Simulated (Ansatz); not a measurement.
Structures of Cs$_{2}$Br: which is lowest?

Plane-wave DFT in Ansatz with scalar-relativistic PAW potentials, cutoff 420 eV, Γ-centred meshes chosen by cell and gap, Gaussian smearing with energies taken to zero width. Every cell was relaxed (cell and atoms) in a run of its own, within the symmetry of its start. Functional: PBE.

Relaxed structures (starts from databases or built by putting these elements on another compound's sites):
A. Fm-3m, 3 atoms in the computed cell, a = 9.080 Å; sites (symmetry × multiplicity) Cs -43m × 8, Br m-3m × 4; start: built
B. Pnnm, 6 atoms in the computed cell, a = 9.013 Å, b = 9.046 Å, c = 5.212 Å; sites (symmetry × multiplicity) Cs ..m × 4, Br ..2/m × 2; start: built

Problem. Rank them by energy. Could pressure change the order?

Solution.
| structure | group | E − E(lowest) (meV/atom) | V (Å³/atom) | gap on mesh (eV) |
| --- | --- | --- | --- | --- |
| B | Pnnm | 0.0 | 70.83 | 0.00 |
| A | Fm-3m | 114 | 62.38 | 0.00 |

B is lowest, 114 meV/atom under A. A is denser by 8.45 Å³/atom, so pressure favours it: ΔE/ΔV, with ΔE in eV and 1 eV/Å³ = 160.2 GPa, gives about 2.2 GPa for equal enthalpy if both cells were rigid, a rough figure since the two compress differently. Other structures may lie lower than all of these, and vibrations aren't counted.

Spin-orbit coupling is left out, which matters for the bands of heavy elements. Spin polarisation was left out, and a magnetic state may lie lower.